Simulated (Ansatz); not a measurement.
# Pt: a line through an energy map, part 2 of 2

Aim: follow the energy of Pt (P6_3/mmc, No. 194; 2 atoms in the cell) along one coordinate, volume per atom, with the other held at total spin moment of the cell, held fixed = 0.9 μB.

Ansatz 0.2.0; DFT LDA, scalar-relativistic, plane waves, PAW.

## Step 7: Grid point (14.85 Å³, 0.9 μB)

This is Pt in the hcp structure; at room conditions it is fcc.

The input, input.yaml:

```yaml
crystal:
  lattice:
    - [2.7082945876, 0.0, 0.0]
    - [-1.3541472938, 2.3454519138, 0.0]
    - [0.0, 0.0, 4.6765103647]
  atoms:
    - { symbol: Pt, position: [0.6666666667, 0.3333333333, 0.75], spin: 0.45 }
    - { symbol: Pt, position: [0.3333333333, 0.6666666667, 0.25], spin: 0.45 }
basis:
  ecutwfc: 420
kpoints:
  mp_grid: { grid: [21, 21, 10] }
hamiltonian:
  xc: lda
  pseudopotentials: { kind: paw, azcp: { folder: soft_1 } }
scf:
  occupations: { method: gaussian, width: 0.15 }
  lower_state_search: "off"
output:
  forces: true
  stress: true
  eigenvalues: true
  populations: true
magnetization:
  spin_polarized: true
  initial_magnetization: 0.9
  spin_locking: { lock_magnetization: hard }
```

Started as:

```bash
ansatz run input.yaml --threads 2 --pin off --max-ram 4096MiB --backend cpu --events-out ev --progress --plain --runs-dir out
```

Log, shortened:

```text
[...]
SCF converged after 7 iterations
Stability checked in part: among states of this total moment the steps that led to this state did not find it unstable. No probe was made; neither looks for a lower state of another moment (fixed_total_moment; see scf.lower_state_search)
Magnetization: 0.9000 μB (18.4500 up, 17.5500 down)
Absolute magnetization: 0.9032 μB (∫|ρ↑−ρ↓|, with the PAW one-centre terms)
Spin contamination: 0.0006 ħ² per cell (⟨S²⟩ above its minimum at these occupations)
Per-site moments (μB) at R_I (Å): [(0.4368756217451699, 1.117171517386548), (0.43687562174516953, 1.117171517386548)]
Free energy (F): -24492.388446 eV
[...]
E sigma→0 (E₀):  -24492.372082 eV
Entropy (-TS):   -0.032729 eV (-16.364 meV/atom)
Fermi energy:    23.515523 (↑ 23.648522, ↓ 23.382525) eV
[...]
--- Forces (eV/Å), atoms counted from 1 ---
  atom   1  Pt    -0.00000000    -0.00000000     0.00000000
  atom   2  Pt    -0.00000000     0.00000000     0.00000000
[...]
--- Stress (GPa, compression-positive) ---
        2.561522      -0.000000       0.000000
       -0.000000       2.561522       0.000000
        0.000000       0.000000      -1.671794
  P = ⅓ Tr σ = 1.1504 GPa (11.504 kbar)
--- Band table (eV; the first three rows and the last of 576) ---
  k-point 0 ↑: bands = ["-75.3611", "-75.3344", "-29.5708", "-29.2446", "-29.2446", "-29.1929", "-29.1929", "-29.1468", "12.9802", "15.6845", "19.0002", "19.5825", "19.5825", "19.9974", "19.9974", "21.3031", "21.3031", "22.4403", "23.0925", "23.0925", "28.4380", "38.4437", "39.1692"]
[...]
--- Löwdin populations: 2 sites ---
  site symbol       q [e]    m [muB]
     0     Pt     17.8474     0.4521
     1     Pt     17.8474     0.4521
  spilling = 0.008479 (of n_electrons = 36.000000)
```

Wall time 5.2 s (2 threads of Intel Xeon 6975P-C (Granite Rapids), shared host); peak memory 0.57 GiB.

## Step 8: Point (15.52 Å³, 0.9 μB)

Edit input.yaml of step 7 so:

```diff
@@ -2,5 +2,5 @@
   lattice:
-    - [2.7082945876, 0.0, 0.0]
-    - [-1.3541472938, 2.3454519138, 0.0]
-    - [0.0, 0.0, 4.6765103647]
+    - [2.7483013709, 0.0, 0.0]
+    - [-1.3741506854, 2.3800988044, 0.0]
+    - [0.0, 0.0, 4.7455915265]
   atoms:
```

Started as:

```bash
ansatz run input.yaml --threads 2 --pin off --max-ram 4096MiB --backend cpu --events-out ev --progress --plain --runs-dir out
```

Log, shortened:

```text
[...]
SCF converged after 7 iterations
Stability checked in part: among states of this total moment the steps that led to this state did not find it unstable. No probe was made; neither looks for a lower state of another moment (fixed_total_moment; see scf.lower_state_search)
Magnetization: 0.9000 μB (18.4500 up, 17.5500 down)
Absolute magnetization: 0.9044 μB (∫|ρ↑−ρ↓|, with the PAW one-centre terms)
Spin contamination: 0.0006 ħ² per cell (⟨S²⟩ above its minimum at these occupations)
Per-site moments (μB) at R_I (Å): [(0.4388284097896186, 1.133674315483152), (0.4388284097896184, 1.133674315483152)]
Free energy (F): -24492.345816 eV
[...]
E sigma→0 (E₀):  -24492.328380 eV
Entropy (-TS):   -0.034871 eV (-17.435 meV/atom)
Fermi energy:    22.158583 (↑ 22.273366, ↓ 22.043799) eV
[...]
--- Forces (eV/Å), atoms counted from 1 ---
  atom   1  Pt     0.00000000     0.00000000     0.00000000
  atom   2  Pt    -0.00000000     0.00000000    -0.00000000
[...]
--- Stress (GPa, compression-positive) ---
      -10.033964      -0.000000       0.000000
       -0.000000     -10.033964      -0.000000
        0.000000      -0.000000     -12.354218
  P = ⅓ Tr σ = -10.8074 GPa (-108.074 kbar)
--- Band table (eV; the first three rows and the last of 576) ---
  k-point 0 ↑: bands = ["-76.5601", "-76.5388", "-30.7242", "-30.4630", "-30.4630", "-30.4189", "-30.4189", "-30.3666", "12.1120", "14.7804", "17.9442", "18.4880", "18.4880", "18.8717", "18.8717", "20.0946", "20.0946", "21.2835", "21.7568", "21.7568", "26.7820", "37.1737", "37.8383"]
[...]
--- Löwdin populations: 2 sites ---
  site symbol       q [e]    m [muB]
     0     Pt     17.8511     0.4526
     1     Pt     17.8511     0.4526
  spilling = 0.008273 (of n_electrons = 36.000000)
```

It took 5.3 s on 2 threads of Intel Xeon 6975P-C (Granite Rapids), shared host; peak memory 0.58 GiB.

## Step 9: The run at (16.19 Å³, 0.9 μB)

Edit input.yaml of step 8 so:

```diff
@@ -2,5 +2,5 @@
   lattice:
-    - [2.7483013709, 0.0, 0.0]
-    - [-1.3741506854, 2.3800988044, 0.0]
-    - [0.0, 0.0, 4.7455915265]
+    - [2.787233829, 0.0, 0.0]
+    - [-1.3936169145, 2.4138153022, 0.0]
+    - [0.0, 0.0, 4.8128176121]
   atoms:
```

Started as:

```bash
ansatz run input.yaml --threads 2 --pin off --max-ram 4096MiB --backend cpu --events-out ev --progress --plain --runs-dir out
```

Log, shortened:

```text
Warning: <dir> the record states the generating functional pbe (its physics header spells it `PBE`), which answers neither for hamiltonian.xc's functional nor for the lda family's — results may be inconsistent (PPs are generated against a specific XC)
Warning: output.stress: scf.convergence.dr2_threshold = 1e-7 eV (the SCF's general default) is looser than the 2e-10 eV advised for a printed stress (1e-10 eV for each atom of the cell: 2). What an SCF threshold leaves in a stress goes as its square root, and in the free energy as the [...]
Warning: RAYON_NUM_THREADS=2 ignored (pool sized by the plan → 2); use --threads N
[...]
Pseudopotentials: kind: paw
Pseudopotential: Pt, paw, valence charge 18, recommended cutoff 420 eV (normal), <dir>
Functional definition: SPW92
[...]
Crystal: 2 atoms, lattice volume = 32.380 Å³
Basis set: ecut = 420 eV, 653 PW (Γ)
Bands: 23, of which v1, the nominal top of the filled ones, is band 18 counted from 1 (17 counted from 0)
Symmetry: 24 space group operations
Space group: P63/mmc (ITA 194), of the structure as read, at distance tolerance 3.2e-5 Å
[...]
Magnetization: 0.9000 μB (18.4500 up, 17.5500 down)
Absolute magnetization: 0.9057 μB (∫|ρ↑−ρ↓|, with the PAW one-centre terms)
Spin contamination: 0.0007 ħ² per cell (⟨S²⟩ above its minimum at these occupations)
Per-site moments (μB) at R_I (Å): [(0.4406303753773281, 1.1497339544621732), (0.44063037537732797, 1.1497339544621732)]
Free energy (F): -24492.216325 eV
[...]
E sigma→0 (E₀):  -24492.197818 eV
Entropy (-TS):   -0.037014 eV (-18.507 meV/atom)
Fermi energy:    20.914058 (↑ 21.012888, ↓ 20.815228) eV
[...]
--- Forces (eV/Å), atoms counted from 1 ---
  atom   1  Pt     0.00000000    -0.00000000     0.00000000
  atom   2  Pt     0.00000000     0.00000000     0.00000000
[...]
--- Stress (GPa, compression-positive) ---
      -19.497401       0.000000       0.000000
       -0.000000     -19.497401       0.000000
        0.000000       0.000000     -20.302026
  P = ⅓ Tr σ = -19.7656 GPa (-197.656 kbar)
--- Band table (eV; the first three rows and the last of 576) ---
[... band rows left out ...]
[...]
--- Löwdin populations: 2 sites ---
  site symbol       q [e]    m [muB]
     0     Pt     17.8550     0.4530
     1     Pt     17.8550     0.4530
  spilling = 0.008053 (of n_electrons = 36.000000)
```

Wall time 6 s (2 threads of Intel Xeon 6975P-C (Granite Rapids), shared host); peak memory 0.59 GiB.

## Step 10: Point (16.86 Å³, 0.9 μB)

Edit input.yaml of step 9 so:

```diff
@@ -2,5 +2,5 @@
   lattice:
-    - [2.787233829, 0.0, 0.0]
-    - [-1.3936169145, 2.4138153022, 0.0]
-    - [0.0, 0.0, 4.8128176121]
+    - [2.8250521638, 0.0, 0.0]
+    - [-1.4125260819, 2.4465669409, 0.0]
+    - [0.0, 0.0, 4.8781199007]
   atoms:
```

Started as:

```bash
ansatz run input.yaml --threads 2 --pin off --max-ram 4096MiB --backend cpu --events-out ev --progress --plain --runs-dir out
```

Log, shortened:

```text
[...]
SCF converged after 8 iterations
Stability checked in part: among states of this total moment the steps that led to this state did not find it unstable. No probe was made; neither looks for a lower state of another moment (fixed_total_moment; see scf.lower_state_search)
an eigenvalue changed by more than its tolerance at an iteration that met the thresholds in force, so the SCF went on 1 time: the last check found none over its tolerance
Magnetization: 0.9000 μB (18.4500 up, 17.5500 down)
Absolute magnetization: 0.9072 μB (∫|ρ↑−ρ↓|, with the PAW one-centre terms)
Spin contamination: 0.0008 ħ² per cell (⟨S²⟩ above its minimum at these occupations)
Per-site moments (μB) at R_I (Å): [(0.4423081608097447, 1.16533401757536), (0.4423081608097447, 1.16533401757536)]
Free energy (F): -24492.022481 eV
[...]
E sigma→0 (E₀):  -24492.002921 eV
Entropy (-TS):   -0.039120 eV (-19.560 meV/atom)
Fermi energy:    19.772478 (↑ 19.857329, ↓ 19.687627) eV
[...]
--- Forces (eV/Å), atoms counted from 1 ---
  atom   1  Pt    -0.00000000    -0.00000000     0.00000000
  atom   2  Pt    -0.00000000     0.00000000     0.00000000
[...]
--- Stress (GPa, compression-positive) ---
      -26.520206       0.000000       0.000000
        0.000000     -26.520206       0.000000
        0.000000       0.000000     -26.129670
  P = ⅓ Tr σ = -26.3900 GPa (-263.900 kbar)
--- Band table (eV; the first three rows and the last of 576) ---
  k-point 0 ↑: bands = ["-78.6710", "-78.6572", "-32.7683", "-32.6038", "-32.6038", "-32.5714", "-32.5714", "-32.5100", "10.5945", "13.1822", "16.0712", "16.5484", "16.5484", "16.8792", "16.8792", "17.9595", "17.9595", "19.2634", "19.4051", "19.4051", "23.8787", "34.8916", "35.4394"]
[...]
--- Löwdin populations: 2 sites ---
  site symbol       q [e]    m [muB]
     0     Pt     17.8592     0.4535
     1     Pt     17.8592     0.4535
  spilling = 0.007822 (of n_electrons = 36.000000)
```

Run time: 7.3 s. Hardware: 2 threads of Intel Xeon 6975P-C (Granite Rapids), shared host; peak memory 0.6 GiB.

## Step 11: The line in numbers

The summary covers parts 1 to 2.

```
volume per atom (Å³)  step  energy (meV/atom)  pressure (GPa)  absolute magnetic moment (μB per cell)
               12.18     3                712             103                                   0.901
               12.85     4                364              66                                   0.901
               13.52     5                149              38                                   0.901
               14.19     6                 36              17                                   0.902
               14.85     7                  0               1                                   0.903
               15.52     8                 21             −11                                   0.904
               16.19     9                 86             −20                                   0.906
               16.86    10                183             −26                                   0.907
               17.53     –                304             −31                                   0.909
```

Energies count from the lowest point of the line. Rows without a step come from runs not printed here or follow by symmetry.

In words: Of the points computed the energy is lowest at 14.85 Å³. Three points round the minimum, joined by a parabola, put the minimum at 14.940 Å³, with a curvature of about 130 meV/atom per (Å³)². The well is lopsided: two grid steps out, the energy rises by 149 meV/atom towards smaller values and 86 meV/atom towards larger ones. The highest point computed, at 12.18 Å³, lies 712 meV/atom above the lowest. This is one cut through a surface in two coordinates; the map's lowest point lies off it. Spin-orbit coupling is left out for Pt.
